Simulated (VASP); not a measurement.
# Be (Pm-3m) in VASP: notebook

Runs on Be. Level: PBE. Tasks: relaxation of cell and atoms.

All numbers are computed with VASP 6.6.1; they aren't measurements. Logs are shortened: lines on timing, memory, paths and dates and some standing lists are left out, and cuts for length are marked.

### 1 Starting point

It takes space group Pm-3m (No. 221, cubic). Conventional cell: a = 2.174 Å, b = 2.174 Å, c = 2.174 Å, α = 90.00°, β = 90.00°, γ = 90.00°. Around Be (site symmetry m-3m) lie 6 Be at 2.17 Å.

The cell was built by a generator and needn't be a form met in nature.

### 2 Relaxation of cell and atoms, PBE

Contents of INCAR:

```
  PREC = Accurate
  ENCUT = 600
  EDIFF = 1E-7
  ISMEAR = -1
  SIGMA = 0.05
  LREAL = False
  LASPH = True
  NELM = 100
  ALGO = Normal
  ISIF = 3
  LWAVE = False
  LCHARG = False
  GGA = PE
  IBRION = 2
  NSW = 40
  EDIFFG = -0.005
  PSTRESS = 0
```

Contents of KPOINTS:

```
Automatic mesh
0
Gamma
  12 12 12
```

Contents of POSCAR:

```
Be
1.0
    2.1739600000      0.0000000000      0.0000000000
    0.0000000000      2.1739600000      0.0000000000
    0.0000000000      0.0000000000      2.1739600000
Be
1
Direct
    0.0000000000      0.0000000000      0.0000000000
```

Potentials or basis: VASP PAW PBE potentials, release 64 (Be).

Started as:

```
cat potpaw_PBE.64/Be/POTCAR > POTCAR
mpirun -np 1 vasp_std > vasp.out
```

OUTCAR:

```text
PREC = Accurate
   ENCUT = 600
   EDIFF = 1E-7
   ISMEAR = -1
   LREAL = False
   LASPH = True
   NELM = 100
   ISIF = 3
   GGA = PE
   IBRION = 2
   NSW = 40
   EDIFFG = -0.005
   PSTRESS = 0

 ion  position               nearest neighbor table
   1  0.000  0.000  0.000-

  LATTYP: Found a simple cubic cell.
 ALAT       =     2.1739600000

  Lattice vectors:

 A1 = (   2.1739600000,   0.0000000000,   0.0000000000)
 A2 = (   0.0000000000,   2.1739600000,   0.0000000000)
 A3 = (   0.0000000000,   0.0000000000,   2.1739600000)

Analysis of symmetry for initial positions (statically):
=====================================================================
 Subroutine PRICEL returns:
 Original cell was already a primitive cell.

 Routine SETGRP: Setting up the symmetry group for a
 simple cubic supercell.

 Subroutine GETGRP returns: Found 48 space group operations
 (whereof 48 operations were pure point group operations)
 out of a pool of 48 trial point group operations.

The static configuration has the point symmetry O_h .

Analysis of symmetry for dynamics (positions and initial velocities):
=====================================================================
 Subroutine PRICEL returns:
 Original cell was already a primitive cell.

 Routine SETGRP: Setting up the symmetry group for a
 simple cubic supercell.

 Subroutine GETGRP returns: Found 48 space group operations
 (whereof 48 operations were pure point group operations)
 out of a pool of 48 trial point group operations.

The dynamic configuration has the point symmetry O_h .

 Subroutine INISYM returns: Found 48 space group operations
 (whereof 48 operations are pure point group operations),
 and found     1 'primitive' translations

----------------------------------------------------------------------------------------

                                     Primitive cell

  volume of cell :      10.2744

  direct lattice vectors                    reciprocal lattice vectors
     2.173960000  0.000000000  0.000000000     0.459990064  0.000000000  0.000000000
     0.000000000  2.173960000  0.000000000     0.000000000  0.459990064  0.000000000
     0.000000000  0.000000000  2.173960000     0.000000000  0.000000000  0.459990064

  length of vectors
     2.173960000  2.173960000  2.173960000     0.459990064  0.459990064  0.459990064

  position of ions in fractional coordinates (direct lattice)
     0.000000000  0.000000000  0.000000000

  ion indices of the primitive-cell ions
   primitive index   ion index
                 1           1

----------------------------------------------------------------------------------------

 KPOINTS: Automatic mesh

Automatic generation of k-mesh.
 Grid dimensions read from file:
 generate k-points for:   12   12   12

 Generating k-lattice:

  Cartesian coordinates                     Fractional coordinates (reciprocal lattice)
     0.038332505  0.000000000  0.000000000     0.083333333  0.000000000  0.000000000
     0.000000000  0.038332505  0.000000000     0.000000000  0.083333333  0.000000000
     0.000000000  0.000000000  0.038332505     0.000000000  0.000000000  0.083333333

  Length of vectors
     0.038332505  0.038332505  0.038332505

  Shift w.r.t. Gamma in fractional coordinates (k-lattice)
     0.000000000  0.000000000  0.000000000

 Subroutine IBZKPT returns following result:
 ===========================================

 Found     84 irreducible k-points:

 Following reciprocal coordinates:
            Coordinates               Weight
  0.000000  0.000000  0.000000      1.000000
  0.083333  0.000000  0.000000      6.000000
  0.166667  0.000000  0.000000      6.000000
  0.250000  0.000000  0.000000      6.000000
  0.333333  0.000000  0.000000      6.000000
  0.416667  0.000000  0.000000      6.000000
[... 16 lines left out ...]
  0.333333  0.333333  0.000000     12.000000
  0.416667  0.333333  0.000000     24.000000
 [... further k-points ...]
   k-points           NKPTS =     84   k-points in BZ     NKDIM =     84   number of bands    NBANDS=      5
   number of dos      NEDOS =    301   number of ions     NIONS =      1
   total plane-waves  NPLWV =   5832
   dimension x,y,z NGX =    18 NGY =   18 NGZ =   18
   dimension x,y,z NGXF=    36 NGYF=   36 NGZF=   36
   ions per type =               1
   NGX,Y,Z   is equivalent  to a cutoff of  13.76, 13.76, 13.76 a.u.
   NGXF,Y,Z  is equivalent  to a cutoff of  27.53, 27.53, 27.53 a.u.
 SYSTEM =  unknown system
   PREC   = accura    normal or accurate (medium, high low for compatibility)
   ISTART =      0    job   : 0-new  1-cont  2-samecut
   ICHARG =      2    charge: 1-file 2-atom 10-const
   ISPIN  =      1    spin polarized calculation?
   LNONCOLLINEAR =      F non collinear calculations
   LSORBIT =      F    spin-orbit coupling
   LASPH  =      T    aspherical Exc in radial PAW
   ENCUT  =  600.0 eV  44.10 Ry    6.64 a.u.   4.34  4.34  4.34*2*pi/ulx,y,z
   NELM   =    100;   NELMIN=  2; NELMDL= -5     # of ELM steps
   EDIFF  = 0.1E-06   stopping-criterion for ELM
   LREAL  =      F    real-space projection
   EDIFFG = -.5E-02   stopping-criterion for IOM
   NSW    =     40    number of steps for IOM
   IBRION =      2    ionic relax: 0-MD 1-quasi-New 2-CG
   NFREE  =      1    steps in history (QN), initial steepest desc. (CG)
   ISIF   =      3    stress and relaxation
   ISYM   =      2    0-nonsym 1-usesym 2-fastsym
   POTIM  = 0.5000    time-step for ionic-motion
   TEBEG  =    0.0;   TEEND  =   0.0 temperature during run
   PSTRESS=    0.0 pullay stress
   NELECT =       2.0000    total number of electrons
   NUPDOWN=      -1.0000    fix difference up-down
   EMIN   =  10.00;   EMAX   =-10.00  energy-range for DOS
   EFERMI =   0.00;   METHOD = LEGACY
   ISMEAR =    -1;   SIGMA  =   0.05  broadening in eV -4-tet -1-fermi 0-gaus
   EFERMI_NEDOS =   21; number of points for ismear=-14 and -15
   IALGO  =     38    algorithm
   IMIX   =      4    mixing-type and parameters
     AMIX     =   0.40;   BMIX     =  1.00
     AMIX_MAG =   1.60;   BMIX_MAG =  1.00
  volume/ion in A,a.u.               =      10.27        69.33
  Fermi-wavevector in a.u.,A,eV,Ry     =   0.948782  1.792939 12.247802  0.900188
  Thomas-Fermi vector in A             =   2.077003
   LORBIT       =      0    0 simple, 1 ext, 2 COOP (PROOUT), +10 PAW based schemes
   GGA     = PE    functional components
   LHFCALC =     F    Hartree Fock is set to
   AEXX    =    0.0000 exact exchange contribution
   IVDW    =     0    specifies the selected vdW correction
   LEPSILON=     F    determine dielectric tensor
   LRPA    =     F    only Hartree local field effects (RPA)
 conjugate gradient relaxation of ions
 non-spin polarized calculation
  energy-cutoff  :      600.00
  volume of cell :       10.27
 maximum number of plane-waves:       360
 NGX is ok and might be reduce to    18
   NGX =  9   NGY =  9   NGZ =  9

--------------------------------------- Ionic step        1  -------------------------------------------

 number of electron       2.0000000 magnetization

 Free energy of the ion-electron system (eV)
  ---------------------------------------------------
  ext. energy  EPLUGINS =         0.00000000
  ---------------------------------------------------
  free energy    TOTEN  =        -2.75457650 eV

  energy without entropy =       -2.74991418  energy(sigma->0) =       -2.75224534

------------------------ aborting loop because EDIFF is reached ----------------------------------------

  FORCE on cell =-STRESS in cart. coord.  units (eV):
  Direction    XX          YY          ZZ          XY          YZ          ZX
  --------------------------------------------------------------------------------------
  -------------------------------------------------------------------------------------
  Total        0.0350808      0.0350808      0.0350808      0.0000000      0.0000000     -0.0000000
  in kB        5.4704746      5.4704746      5.4704746      0.0000000      0.0000000     -0.0000000
  external PRESSURE =       5.4704746 kB  Pullay stress =       0.0000000 kB
[... 55 lines left out ...]
  energy  without entropy=       -2.7500652842  energy(sigma->0) =       -2.75237829

--------------------------------------- Ionic step        3  -------------------------------------------

 number of electron       2.0000000 magnetization

 Free energy of the ion-electron system (eV)
  ---------------------------------------------------
  ext. energy  EPLUGINS =         0.00000000
  ---------------------------------------------------
  free energy    TOTEN  =        -2.75470262 eV

  energy without entropy =       -2.75009522  energy(sigma->0) =       -2.75239892

 E-fermi :   4.7652     XC(G=0):  -9.7326

 val. band max:        4.7135018834   @ k =   0.4167   0.1667   0.0000
 cond. band min:       4.8131371309   @ k =   0.4167   0.3333   0.3333
 fundamental gap:      0.0996352474
 Fermi energy:         4.7652416759

 k-point     1 :       0.0000    0.0000    0.0000
  band No.  band energies     occupation
      1      -4.9148      2.00000
      2      18.1658      0.00000
      3      18.1658      0.00000
      4      18.1658      0.00000
      5      23.8193      0.00000

 k-point     2 :       0.0833    0.0000    0.0000
  band No.  band energies     occupation
      1      -4.7435      2.00000
      2      16.0780      0.00000
      3      18.3354      0.00000
      4      18.3354      0.00000
      5      24.0291      0.00000
[... 169 lines left out ...]
 k-point    24 :       0.4167    0.3333    0.0000
  band No.  band energies     occupation
      1       2.0102      2.00000
      2       5.7853      0.00000
      3      12.8831      0.00000
      4      16.7938      0.00000
      5      23.4983      0.00000

 [... further k-points ...]
[... 5 lines left out ...]
  --------------------------------------------------------------------------------------
  -------------------------------------------------------------------------------------
  Total       -0.0014703     -0.0014703     -0.0014703     -0.0000000     -0.0000000      0.0000000
  in kB       -0.2275301     -0.2275301     -0.2275301     -0.0000000     -0.0000000      0.0000000
  external PRESSURE =      -0.2275301 kB  Pullay stress =       0.0000000 kB
[... 16 lines left out ...]
  FREE ENERGIE OF THE ION-ELECTRON SYSTEM (eV)
  ---------------------------------------------------
  free  energy   TOTEN  =        -2.7547026176 eV

  energy  without entropy=       -2.7500952155  energy(sigma->0) =       -2.75239892

 reached required accuracy - stopping structural energy minimisation
```

It took 2.8 s on 1 thread of Intel Xeon 6975P-C (Granite Rapids), shared host; peak memory 0.11 GiB.

What came out:

| Property | Result |
| --- | --- |
| Free energy | -2.7547 eV |
| Relaxed volume | 10.35 Å³/atom |
| Relaxed cell | a = 2.180 Å, b = 2.180 Å, c = 2.180 Å, α = 90.00°, β = 90.00°, γ = 90.00° |
| Space group after relaxing (to 0.05 Å) | Pm-3m (No. 221) |
| Energy gained by relaxing | 0.1 meV/atom |
| Ionic steps | 3 |
| Pressure after relaxing | 0.0 GPa |
| Band gap on the k mesh | none (metal or under the smearing width) |

Step by step:
```tsv
step	energy change (eV)	largest force (eV/Å)	pressure (GPa)	volume (Å³)
1	0.0000	0.0000	0.55	10.27
2	-0.0001	0.0000	0.17	10.33
3	-0.0001	0.0000	-0.02	10.35
```

Final structure:
```
Be
1.0
     2.17951    0.00000    0.00000
     0.00000    2.17951    0.00000
     0.00000    0.00000    2.17951
Be
1
Direct
  0.00000 0.00000 0.00000
```

Levels at points of the mesh, in eV from the Fermi level:
| k point | band 1 | band 2 | band 3 | band 4 | band 5 |
| --- | --- | --- | --- | --- | --- |
| (0.00, 0.00, 0.00) | -9.68 | 13.40 | 13.40 | 13.40 | 19.05 |
| (0.50, 0.00, 0.00) | -4.65 | -1.83 | 17.02 | 17.02 | 24.52 |
| (0.50, 0.50, 0.00) | 0.64 | 0.64 | 6.60 | 7.02 | 20.00 |
| (0.50, 0.50, 0.50) | 5.29 | 5.29 | 5.29 | 13.12 | 13.12 |

### 3 Relaxation of cell and atoms, PBE, target pressure 2 GPa, at which the enthalpy is minimised

Changes to INCAR since step 2:

```diff
@@ -16,2 +16,2 @@
   EDIFFG = -0.005
-  PSTRESS = 0
+  PSTRESS = 20
```

KPOINTS is that of step 2.

POSCAR is that of step 2.

Potentials or basis: VASP PAW PBE potentials, release 64 (Be).

Started as:

```
cat potpaw_PBE.64/Be/POTCAR > POTCAR
mpirun -np 1 vasp_std > vasp.out
```

OUTCAR:

```text
PREC = Accurate
   ENCUT = 600
   EDIFF = 1E-7
   ISMEAR = -1
   LREAL = False
   LASPH = True
   NELM = 100
   ISIF = 3
   GGA = PE
   IBRION = 2
   NSW = 40
   EDIFFG = -0.005
   PSTRESS = 20

 ion  position               nearest neighbor table
   1  0.000  0.000  0.000-

  LATTYP: Found a simple cubic cell.
 ALAT       =     2.1739600000

  Lattice vectors:

 A1 = (   2.1739600000,   0.0000000000,   0.0000000000)
 A2 = (   0.0000000000,   2.1739600000,   0.0000000000)
 A3 = (   0.0000000000,   0.0000000000,   2.1739600000)

Analysis of symmetry for initial positions (statically):
=====================================================================
 Subroutine PRICEL returns:
 Original cell was already a primitive cell.

 Routine SETGRP: Setting up the symmetry group for a
 simple cubic supercell.

 Subroutine GETGRP returns: Found 48 space group operations
 (whereof 48 operations were pure point group operations)
 out of a pool of 48 trial point group operations.

The static configuration has the point symmetry O_h .

Analysis of symmetry for dynamics (positions and initial velocities):
=====================================================================
 Subroutine PRICEL returns:
 Original cell was already a primitive cell.

 Routine SETGRP: Setting up the symmetry group for a
 simple cubic supercell.

 Subroutine GETGRP returns: Found 48 space group operations
 (whereof 48 operations were pure point group operations)
 out of a pool of 48 trial point group operations.

The dynamic configuration has the point symmetry O_h .

 Subroutine INISYM returns: Found 48 space group operations
[... 112 lines left out ...]
   IALGO  =     38    algorithm
   IMIX   =      4    mixing-type and parameters
     AMIX     =   0.40;   BMIX     =  1.00
     AMIX_MAG =   1.60;   BMIX_MAG =  1.00
  volume/ion in A,a.u.               =      10.27        69.33
  Fermi-wavevector in a.u.,A,eV,Ry     =   0.948782  1.792939 12.247802  0.900188
  Thomas-Fermi vector in A             =   2.077003
   LORBIT       =      0    0 simple, 1 ext, 2 COOP (PROOUT), +10 PAW based schemes
   GGA     = PE    functional components
   LHFCALC =     F    Hartree Fock is set to
   AEXX    =    0.0000 exact exchange contribution
   IVDW    =     0    specifies the selected vdW correction
   LEPSILON=     F    determine dielectric tensor
   LRPA    =     F    only Hartree local field effects (RPA)
 conjugate gradient relaxation of ions
 non-spin polarized calculation
  energy-cutoff  :      600.00
  volume of cell :       10.27
 maximum number of plane-waves:       360
 NGX is ok and might be reduce to    18
   NGX =  9   NGY =  9   NGZ =  9

--------------------------------------- Ionic step        1  -------------------------------------------

 number of electron       2.0000000 magnetization

 Free energy of the ion-electron system (eV)
  ---------------------------------------------------
  ext. energy  EPLUGINS =         0.00000000
  ---------------------------------------------------
  free energy    TOTEN  =        -2.75457650 eV

  energy without entropy =       -2.74991418  energy(sigma->0) =       -2.75224534

------------------------ aborting loop because EDIFF is reached ----------------------------------------

  FORCE on cell =-STRESS in cart. coord.  units (eV):
  Direction    XX          YY          ZZ          XY          YZ          ZX
  --------------------------------------------------------------------------------------
  -------------------------------------------------------------------------------------
  Total        0.0350808      0.0350808      0.0350808      0.0000000      0.0000000     -0.0000000
  in kB        5.4704746      5.4704746      5.4704746      0.0000000      0.0000000     -0.0000000
  external PRESSURE =     -14.5295254 kB  Pullay stress =      20.0000000 kB
[... 61 lines left out ...]
--------------------------------------- Ionic step        3  -------------------------------------------

 number of electron       2.0000000 magnetization

 Free energy of the ion-electron system (eV)
  ---------------------------------------------------
  ext. energy  EPLUGINS =         0.00000000
  ---------------------------------------------------
  free energy    TOTEN  =        -2.75309808 eV

  energy without entropy =       -2.74831167  energy(sigma->0) =       -2.75070487

 E-fermi :   4.9663     XC(G=0):  -9.8138

 val. band max:        4.9323781544   @ k =   0.4167   0.1667   0.0000
 cond. band min:       4.9952747839   @ k =   0.5000   0.4167   0.0833
 fundamental gap:      0.0628966295
 Fermi energy:         4.9662855443

 k-point     1 :       0.0000    0.0000    0.0000
  band No.  band energies     occupation
      1      -4.8666      2.00000
      2      18.6170      0.00000
      3      18.6170      0.00000
      4      18.6170      0.00000
      5      24.3017      0.00000
[... 177 lines left out ...]
 k-point    24 :       0.4167    0.3333    0.0000
  band No.  band energies     occupation
      1       2.1468      2.00000
      2       5.9921      0.00000
      3      13.2707      0.00000
      4      17.1740      0.00000
      5      24.0825      0.00000

 [... further k-points ...]
[... 5 lines left out ...]
  --------------------------------------------------------------------------------------
  -------------------------------------------------------------------------------------
  Total        0.1248089      0.1248089      0.1248089      0.0000000      0.0000000     -0.0000000
  in kB       19.8277610     19.8277610     19.8277610      0.0000000      0.0000000     -0.0000000
  external PRESSURE =      -0.1722390 kB  Pullay stress =      20.0000000 kB
[... 20 lines left out ...]
  energy  without entropy=       -2.7483116650  energy(sigma->0) =       -2.75070487

  enthalpy is  TOTEN    =        -2.6272049956 eV   P V=        0.1258930840

 reached required accuracy - stopping structural energy minimisation
```

CONTCAR:

```text
Be
   1.00000000000000
     2.1605325801704183    0.0000000000000000   -0.0000000000000000
     0.0000000000000000    2.1605325801704183    0.0000000000000000
    -0.0000000000000000    0.0000000000000000    2.1605325801704183
  Be
     1
Direct
     0.0000000000000000    0.0000000000000000    0.0000000000000000

  0.00000000E+00  0.00000000E+00  0.00000000E+00
```

Wall time 2.8 s (1 thread of Intel Xeon 6975P-C (Granite Rapids), shared host); peak memory 0.11 GiB.

Results:

```yaml
Free_energy: -2.7531 eV
Relaxed_volume: 10.09 Å³/atom
Relaxed_cell: a = 2.161 Å, b = 2.161 Å, c = 2.161 Å, α = 90.00°, β = 90.00°, γ = 90.00°
Space_group_after_relaxing_to_0.05_Å: Pm-3m (No. 221)
Energy_change_on_relaxing_the_enthalpy_is_what_falls: +1.5 meV/atom
Ionic_steps: 3
Pressure_after_relaxing: 2.0 GPa
Band_gap_on_the_k_mesh: none (metal or under the smearing width)
```

Step by step:
| step | energy change (eV) | largest force (eV/Å) | pressure (GPa) | volume (Å³) |
| --- | --- | --- | --- | --- |
| 1 | 0.0000 | 0.0000 | 0.55 | 10.27 |
| 2 | 0.0009 | 0.0000 | 1.58 | 10.14 |
| 3 | 0.0015 | 0.0000 | 1.98 | 10.09 |

Final structure:
```
Be
1.0
     2.16053    0.00000    0.00000
     0.00000    2.16053    0.00000
     0.00000    0.00000    2.16053
Be
1
Direct
  0.00000 0.00000 0.00000
```

Caveat: the cell is relaxed towards a set pressure, so the enthalpy falls and the energy may rise.

### 4 For comparison

An earlier run on the cell as given: functional PBE; potentials or basis VASP PAW PBE potentials, release 64 (Be); cutoff 520 eV; k mesh 12 × 12 × 12; occupations fermi-dirac, width 0.05 eV; no spin polarisation.

- Pressure: 0.5 GPa
- Band gap on the k mesh: none (metal or under the smearing width)

### 5 The runs side by side

| task | cell | cutoff (eV) | target pressure | gap on the mesh (eV) | pressure (GPa) |
| --- | --- | --- | --- | --- | --- |
| relaxation of cell and atoms | relaxed | 600 | - | none | 0.0 |
| relaxation of cell and atoms | relaxed to 2 GPa | 600 | 2 GPa | none | 2.0 |
| single point | as given | 520 | - | none | 0.5 |

Alike in all rows: level PBE; potentials or basis VASP PAW PBE potentials, release 64 (Be); no spin polarisation; k mesh 12 × 12 × 12; smearing fermi-dirac 0.05 eV.

Caveats: the cell is relaxed towards a set pressure, so the enthalpy falls and the energy may rise (some runs).

Absolute energies hang on the potentials; compare differences alone.
